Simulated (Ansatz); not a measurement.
# SiC (Moissanite 6H) (P6_3mc) in Ansatz: a series of runs

One crystal, SiC (Moissanite 6H), is run at these levels: BLYP; tasks: single point, equation of state.

Program: Ansatz 0.2.0. These are calculated values, not measurements. Logs are shortened: lines on timing, memory, paths and dates and some standing lists are left out, and cuts for length are marked.

### 1 Starting point

The structure is hexagonal, space group P6_3mc (No. 186). The conventional cell has a = 3.095 Å, b = 3.095 Å, c = 15.170 Å, α = 90.00°, β = 90.00°, γ = 120.00°. Si (site symmetry 3m) is surrounded by 4 C at 1.90 Å. Si (site symmetry 3m) is surrounded by 4 C at 1.90 Å. Around Si (site symmetry 3m) lie 4 C at 1.90 Å. C (site symmetry 3m) has 4 Si at 1.90 Å as nearest neighbours. Around C (site symmetry 3m) lie 4 Si at 1.90 Å. C (site symmetry 3m) is surrounded by 4 Si at 1.90 Å.

### 2 Single point, BLYP, 9.86 Å³/atom (volume scaled by 0.94)

Input file input.yaml:

```yaml
crystal:
  lattice:
    - [3.0318190065, 0.0, 0.0]
    - [-1.5159095032, 2.6256322793, 0.0]
    - [0.0, 0.0, 14.8603212692]
  atoms:
    - { symbol: Si, position: [0.6666666667, 0.3333333333, 0.4583] }
    - { symbol: Si, position: [0.3333333333, 0.6666666667, 0.9583] }
    - { symbol: Si, position: [0.6666666667, 0.3333333333, 0.7917] }
    - { symbol: Si, position: [0.3333333333, 0.6666666667, 0.2917] }
    - { symbol: Si, position: [0.0, 0.0, 0.625] }
    - { symbol: Si, position: [0.0, 0.0, 0.125] }
    - { symbol: C, position: [0.6666666667, 0.3333333333, 0.3333] }
    - { symbol: C, position: [0.3333333333, 0.6666666667, 0.8333] }
    - { symbol: C, position: [0.6666666667, 0.3333333333, 0.6667] }
    - { symbol: C, position: [0.3333333333, 0.6666666667, 0.1667] }
    - { symbol: C, position: [0.0, 0.0, 0.5] }
    - { symbol: C, position: [0.0, 0.0, 0.0] }
hamiltonian:
  xc: blyp
  pseudopotentials: { kind: paw }
kpoints:
  mp_grid: { grid: [10, 10, 2] }
scf:
  occupations: { method: fermi_dirac, width: 0.05 }
output:
  forces: true
  stress: true
  eigenvalues: true
  write_density: true
  write_potential: true
  elf: true
  volumetric_format: npy
```

Potentials or basis: Ansatz PAW.

The run is started by

```console
$ ansatz run input.yaml --threads 2 --pin off --max-ram 5120MiB --backend cpu --events-out ev --progress --plain --runs-dir out
```

Output:

```text
Warning: RAYON_NUM_THREADS=2 ignored (pool sized by the plan → 2); use --threads N
Engine: ansatz 0.2.0, x86_64-unknown-linux-gnu
Pseudopotentials: kind: paw
Pseudopotential: Si, paw, valence charge 4, recommended cutoff 420 eV (normal), Si.paw.azcp
Pseudopotential: C, paw, valence charge 4, recommended cutoff 420 eV (normal), C.paw.azcp
Functional definition: BLYP
  parameter beta = 0.0042
  parameter a = 0.04918
  parameter b = 0.132
  parameter c = 0.2533
  parameter d = 0.349
  exchange = b88_x(beta = beta)
  correlation = lyp_c(a = a, b = b, c = c, d = d)
Crystal: 12 atoms, lattice volume = 118.295 Å³
Basis set: ecut = 420 eV, 2293 PW (Γ), exchange–correlation on 48×48×200 points (8 copies of the dense FFT grid, shifted against one another)
Bands: 36, of which v1, the nominal top of the filled ones, is band 24 counted from 1 (23 counted from 0)
Symmetry: 12 space group operations
Space group: P63mc (ITA 186), of the structure as read, at distance tolerance 4.9e-5 Å
k-points: 28 of 200
Non-local potential: Si, projectors of the file, l = 0: 2, l = 1: 2, l = 2: 2
Non-local potential: C, projectors of the file, l = 0: 2, l = 1: 2, l = 2: 1
PAW form: soft (Blöchl's): semilocal exchange-correlation on the pseudo side does not see the compensation charge
PAW frozen core: Si, regenerated for the run's functional, and the local potential with it (the file was generated under x = pbe(κ = 0.804, μ = 0.2195149727645171), c = pbe(β = 0.06672455060314922))
PAW frozen core: C, regenerated for the run's functional, and the local potential with it (the file was generated under x = pbe(κ = 0.804, μ = 0.2195149727645171), c = pbe(β = 0.06672455060314922))
PAW one-centre angular grid: Si, 110 points (default); XC on 64 Gauss nodes
PAW one-centre angular grid: C, 110 points (default); XC on 64 Gauss nodes
Initial density: superposition of atomic densities (neutral atoms: chi_scale 0, normalization atom), corrected by the library's trained network
Initial wavefunctions: pseudopotential atomic-orbital guess
Functional: x = b88, c = lyp
SCF iter   1: F=—  HF=-5348.731210 eV  |F-HF|=—  |Δ(HF+E_count)|=         —  Δρ=1.56e-2  dr2=2.89e-1  ethr=1.77e-3  ⟨swp⟩=6.9  Hψ=5317  notcnv=0  defer=25
preconditioner: auto → none  [insulator: Δε(μ)=2.484 eV  Ē_g=12.496 eV  σ=0.050 eV  W_gap=1.00  n_scr=10 (ndim 8)  ℏωp=23.7 eV  f_vac=0.000  D(μ)=0.00/eV (n_scr^D=0)  ε∞_Penn≈4.6]
SCF iter   2: F=—  HF=-5348.635548 eV  |F-HF|=—  |Δ(HF+E_count)|=   9.57e-2  Δρ=3.18e-3  dr2=1.21e-2  ethr=6.02e-4  ⟨swp⟩=2.6  Hψ=1966  notcnv=0  defer=175
SCF iter   3: F=—  HF=-5348.631482 eV  |F-HF|=—  |Δ(HF+E_count)|=   4.07e-3  Δρ=7.19e-4  dr2=5.76e-4  ethr=2.53e-5  ⟨swp⟩=2.5  Hψ=1535  notcnv=0  defer=181
SCF iter   4: F=—  HF=-5348.631383 eV  |F-HF|=—  |Δ(HF+E_count)|=   9.84e-5  Δρ=1.07e-4  dr2=3.18e-5  ethr=1.20e-6  ⟨swp⟩=2.0  Hψ=1336  notcnv=0  defer=181
SCF iter   5: F=—  HF=-5348.631393 eV  |F-HF|=—  |Δ(HF+E_count)|=   9.65e-6  Δρ=5.55e-5  dr2=1.47e-6  ethr=6.62e-8  ⟨swp⟩=2.1  Hψ=1338  notcnv=0  defer=181
SCF iter   6: F=-5348.631396 eV  HF=-5348.631396 eV  |F-HF|=2.12e-8  |Δ(HF+E_count)|=   2.80e-6  Δρ=7.74e-6  dr2=4.35e-8  ethr=2.08e-10  ⟨swp⟩=16.1  Hψ=8175  notcnv=0
SCF 1 converged in 6 iterations: F = -5348.631396 eV  dr2 = 4.35e-8
SCF converged after 6 iterations
Free energy (F): -5348.631396 eV
Harris-Foulkes:  -5348.631396 eV  (|F-HF|=2.12e-8)
Internal energy: -5348.631396 eV  (E = F + TS)
E sigma→0 (E₀):  -5348.631396 eV
Fermi energy:    11.702772 eV
--- Per-component energies (eV) ---
  E_band       = 218.710667
  E_kinetic    = 839.504786
  E_local      = -634.576397  (includes V_loc(G=0)·N_el)
  E_nonlocal   = 325.890484
  E_hartree    = 198.463921
  E_xc         = -626.926488
  E_vxc        = -646.790771  (∫ρ·V_xc dr)
  E_paw        = -3715.476590  (= ΣΔE_a)
  E_vpaw       = -62.244788  (= ΣTr[D̂ρ^β])
  E_aug_tail   = 0.000082  (compensation charges beyond the density's cutoff)
  E_ewald      = -1735.607807
  E_core_change = 0.096613  (= ΣΔE_core)
  E_smearing   = -0.000000  (= −TS)
  E_closure    = 0.000000  (closes the sum)
  Σ components = -5348.631396   (vs F -5348.631396, Δ=0.00e0)
--- Forces (eV/Å), atoms counted from 1 ---
  atom   1  Si    -0.00000000    -0.00000000     0.05587387
  atom   2  Si     0.00000000     0.00000000     0.05587387
  atom   3  Si     0.00000000     0.00000000     0.02701869
  atom   4  Si    -0.00000000     0.00000000     0.02701869
  atom   5  Si     0.00000000     0.00000000     0.04258756
  atom   6  Si    -0.00000000     0.00000000     0.04258756
  atom   7  C      0.00000000     0.00000000    -0.01537563
  atom   8  C     -0.00000000     0.00000000    -0.01537563
  atom   9  C     -0.00000000     0.00000000     0.04242214
  atom  10  C      0.00000000     0.00000000     0.04242214
  atom  11  C      0.00000000     0.00000000    -0.15252502
  atom  12  C     -0.00000000    -0.00000000    -0.15252502
  max |Σ_I F_I| component: 3.22e-6 eV/Å
--- Stress (GPa, compression-positive) ---
       19.564537       0.000000       0.000000
       -0.000000      19.564537       0.000000
       -0.000000       0.000000      20.457721
  P = ⅓ Tr σ = 19.8623 GPa (198.623 kbar)
--- Band table (eV; the first three rows and the last of 28) ---
  k-point 0: bands = ["-5.1516", "-4.6184", "-4.5716", "-3.0352", "-3.0011", "-1.4558", "1.8529", "4.2691", "4.3054", "8.1421", "8.1636", "9.3883", "9.3883", "9.5746", "9.5746", "9.6903", "9.6903", "10.1525", "10.1525", "10.2466", "10.2466", "10.4969", "10.5420", "10.5420", "16.2653", "16.4378", "16.8592", "17.3793", "17.5914", "17.7870", "17.8499", "17.8499", "18.0863", "18.0863", "18.3732", "18.3878"]
  k-point 1: bands = ["-5.0117", "-5.0117", "-3.9173", "-3.9173", "-2.0242", "-2.0242", "2.6434", "2.6434", "6.2086", "6.2086", "9.4479", "9.4479", "9.4479", "9.4479", "9.7896", "9.7896", "9.9023", "9.9023", "9.9023", "9.9023", "10.4470", "10.4470", "10.4470", "10.4470", "16.3330", "16.3330", "17.0922", "17.0922", "17.8970", "17.8970", "17.9437", "17.9437", "17.9437", "17.9437", "18.4111", "18.4111"]
  k-point 2: bands = ["-4.9730", "-4.4425", "-4.3951", "-2.8683", "-2.8337", "-1.3063", "2.0163", "4.3835", "4.4194", "8.0475", "8.0844", "8.4604", "8.7721", "8.8714", "9.0581", "9.3154", "9.3994", "9.5454", "9.6368", "9.9456", "10.0163", "10.0885", "10.3887", "10.4713", "16.4534", "16.7161", "16.8480", "17.3634", "17.5345", "17.6827", "17.9706", "18.0324", "18.2235", "18.2395", "18.3684", "18.4247"]
  k-point 27: bands = ["-0.9146", "-0.9146", "-0.4101", "-0.4101", "-0.0680", "-0.0680", "2.9677", "2.9677", "3.3030", "3.3030", "3.6886", "3.6886", "4.7811", "4.7811", "5.4526", "5.4526", "5.9293", "5.9293", "7.1762", "7.1762", "8.1129", "8.1129", "8.3576", "8.3576", "14.5476", "14.5476", "15.1707", "15.1707", "16.6734", "16.6734", "18.1312", "18.1312", "19.4587", "19.4587", "20.0841", "20.0841"]
```

It took 16 s on 2 threads of Intel Xeon at 2.50GHz (Skylake/Cascade Lake), shared host; peak memory 0.42 GiB.

Results:

```
Free energy            : -5348.6314 eV
Pressure               : 19.9 GPa
Largest force          : 0.153 eV/Å
Band gap on the k mesh : 2.32 eV, indirect (least direct gap 3.42 eV)
```

Caveat: the pressure holds a Pulay correction of +0.4 GPa for the finite cutoff; the PAW data sets come from PBE, with cores solved anew for the run's functional, which leaves a small shift of forces and pressure.

### 3 Single point, BLYP, 10.07 Å³/atom (volume scaled by 0.96)

Changes to input.yaml since step 2:

```diff
@@ -2,5 +2,5 @@
   lattice:
-    - [3.0318190065, 0.0, 0.0]
-    - [-1.5159095032, 2.6256322793, 0.0]
-    - [0.0, 0.0, 14.8603212692]
+    - [3.053170548, 0.0, 0.0]
+    - [-1.526585274, 2.6441232567, 0.0]
+    - [0.0, 0.0, 14.964974867]
   atoms:
@@ -29,5 +29 @@
   eigenvalues: true
-  write_density: true
-  write_potential: true
-  elf: true
-  volumetric_format: npy
```

Potentials or basis: Ansatz PAW.

The run is started by

```console
$ ansatz run input.yaml --threads 2 --pin off --max-ram 5120MiB --backend cpu --events-out ev --progress --plain --runs-dir out
```

Wall time 11 s (2 threads of Intel Xeon at 2.50GHz (Skylake/Cascade Lake), shared host); peak memory 0.41 GiB.

It converged, with:

| Property | Result |
| --- | --- |
| Free energy | -5348.8991 eV |
| Pressure | 14.3 GPa |
| Largest force | 0.149 eV/Å |
| Band gap on the k mesh | 2.32 eV, indirect (least direct gap 3.41 eV) |

Caveat: the pressure holds a Pulay correction of +0.4 GPa for the finite cutoff; the PAW data sets come from PBE, with cores solved anew for the run's functional, which leaves a small shift of forces and pressure.

### 4 Single point, BLYP, 10.28 Å³/atom (volume scaled by 0.98)

Changes to input.yaml since step 3:

```diff
@@ -2,5 +2,5 @@
   lattice:
-    - [3.053170548, 0.0, 0.0]
-    - [-1.526585274, 2.6441232567, 0.0]
-    - [0.0, 0.0, 14.964974867]
+    - [3.074227562, 0.0, 0.0]
+    - [-1.537113781, 2.6623591657, 0.0]
+    - [0.0, 0.0, 15.0681848517]
   atoms:
```

The run is started by

```console
$ ansatz run input.yaml --threads 2 --pin off --max-ram 5120MiB --backend cpu --events-out ev --progress --plain --runs-dir out
```

It took 12 s on 2 threads of Intel Xeon at 2.50GHz (Skylake/Cascade Lake), shared host; peak memory 0.41 GiB.

It converged, with:

- Free energy: -5349.0840 eV
- Pressure: 9.3 GPa
- Largest force: 0.145 eV/Å
- Band gap on the k mesh: 2.33 eV, indirect (least direct gap 3.41 eV)

Caveat: the pressure holds a Pulay correction of +0.4 GPa for the finite cutoff; the PAW data sets come from PBE, with cores solved anew for the run's functional, which leaves a small shift of forces and pressure.

### 5 Single point, BLYP, 10.49 Å³/atom

Changes to input.yaml since step 4:

```diff
@@ -2,5 +2,5 @@
   lattice:
-    - [3.074227562, 0.0, 0.0]
-    - [-1.537113781, 2.6623591657, 0.0]
-    - [0.0, 0.0, 15.0681848517]
+    - [3.095, 0.0, 0.0]
+    - [-1.5475, 2.6803486247, 0.0]
+    - [0.0, 0.0, 15.17]
   atoms:
```

The run is started by

```console
$ ansatz run input.yaml --threads 2 --pin off --max-ram 5120MiB --backend cpu --events-out ev --progress --plain --runs-dir out
```

It took 12 s on 2 threads of Intel Xeon at 2.50GHz (Skylake/Cascade Lake), shared host; peak memory 0.41 GiB.

It converged, with:

- Free energy: -5349.1942 eV
- Pressure: 4.8 GPa
- Largest force: 0.142 eV/Å
- Band gap on the k mesh: 2.33 eV, indirect (least direct gap 3.41 eV)

Caveat: the pressure holds a Pulay correction of +0.4 GPa for the finite cutoff; the PAW data sets come from PBE, with cores solved anew for the run's functional, which leaves a small shift of forces and pressure.

### 6 Single point, BLYP, 10.70 Å³/atom (volume scaled by 1.02)

Changes to input.yaml since step 5:

```diff
@@ -2,5 +2,5 @@
   lattice:
-    - [3.095, 0.0, 0.0]
-    - [-1.5475, 2.6803486247, 0.0]
-    - [0.0, 0.0, 15.17]
+    - [3.1154972861, 0.0, 0.0]
+    - [-1.557748643, 2.6980997952, 0.0]
+    - [0.0, 0.0, 15.270466504]
   atoms:
```

Potentials or basis: Ansatz PAW.

The run is started by

```console
$ ansatz run input.yaml --threads 2 --pin off --max-ram 5120MiB --backend cpu --events-out ev --progress --plain --runs-dir out
```

Wall time 12 s (2 threads of Intel Xeon at 2.50GHz (Skylake/Cascade Lake), shared host); peak memory 0.42 GiB.

It converged, with:

```
Free energy            : -5349.2360 eV
Pressure               : 0.6 GPa
Largest force          : 0.139 eV/Å
Band gap on the k mesh : 2.33 eV, indirect (least direct gap 3.40 eV)
```

Caveat: the pressure holds a Pulay correction of +0.4 GPa for the finite cutoff; the PAW data sets come from PBE, with cores solved anew for the run's functional, which leaves a small shift of forces and pressure.

### 7 Single point, BLYP, 10.91 Å³/atom (volume scaled by 1.04)

Changes to input.yaml since step 6:

```diff
@@ -2,5 +2,5 @@
   lattice:
-    - [3.1154972861, 0.0, 0.0]
-    - [-1.557748643, 2.6980997952, 0.0]
-    - [0.0, 0.0, 15.270466504]
+    - [3.1357283548, 0.0, 0.0]
+    - [-1.5678641774, 2.7156204146, 0.0]
+    - [0.0, 0.0, 15.369628156]
   atoms:
```

The run is started by

```console
$ ansatz run input.yaml --threads 2 --pin off --max-ram 5120MiB --backend cpu --events-out ev --progress --plain --runs-dir out
```

Wall time 13 s (2 threads of Intel Xeon at 2.50GHz (Skylake/Cascade Lake), shared host); peak memory 0.42 GiB.

It converged, with:

* Free energy: -5349.2162 eV
* Pressure: -3.1 GPa
* Largest force: 0.136 eV/Å
* Band gap on the k mesh: 2.33 eV, indirect (least direct gap 3.40 eV)

Caveat: the pressure holds a Pulay correction of +0.3 GPa for the finite cutoff; the PAW data sets come from PBE, with cores solved anew for the run's functional, which leaves a small shift of forces and pressure.

### 8 Single point, BLYP, 11.12 Å³/atom (volume scaled by 1.06)

Changes to input.yaml since step 7:

```diff
@@ -2,5 +2,5 @@
   lattice:
-    - [3.1357283548, 0.0, 0.0]
-    - [-1.5678641774, 2.7156204146, 0.0]
-    - [0.0, 0.0, 15.369628156]
+    - [3.1557016854, 0.0, 0.0]
+    - [-1.5778508427, 2.7329178263, 0.0]
+    - [0.0, 0.0, 15.4675265161]
   atoms:
```

The run is started by

```console
$ ansatz run input.yaml --threads 2 --pin off --max-ram 5120MiB --backend cpu --events-out ev --progress --plain --runs-dir out
```

It took 13 s on 2 threads of Intel Xeon at 2.50GHz (Skylake/Cascade Lake), shared host; peak memory 0.42 GiB.

The run converged. Its results:

```
Free energy            : -5349.1403 eV
Pressure               : -6.5 GPa
Largest force          : 0.133 eV/Å
Band gap on the k mesh : 2.33 eV, indirect (least direct gap 3.39 eV)
```

Caveat: the pressure holds a Pulay correction of +0.3 GPa for the finite cutoff; the PAW data sets come from PBE, with cores solved anew for the run's functional, which leaves a small shift of forces and pressure.

### 9 Equation of state, BLYP

Potentials or basis: Ansatz PAW.

This step only gathers the single runs of the series.

What came out:

* Equilibrium volume: 10.73 Å³/atom
* Bulk modulus at fixed shape and positions: 198 GPa
* Pressure derivative of the bulk modulus: 3.9

Energy against volume, from the lowest point:
```tsv
volume (Å³/atom)	energy (meV/atom)
9.858	50.38
10.068	28.07
10.277	12.66
10.487	3.48
10.697	0.00
10.907	1.65
11.116	7.97
```

Caveat: the potentials were made for another functional, which shifts forces and pressure; the cell was scaled at fixed shape and fractional positions, which overstates the stiffness of a crystal with free parameters, most of all of layers and chains.
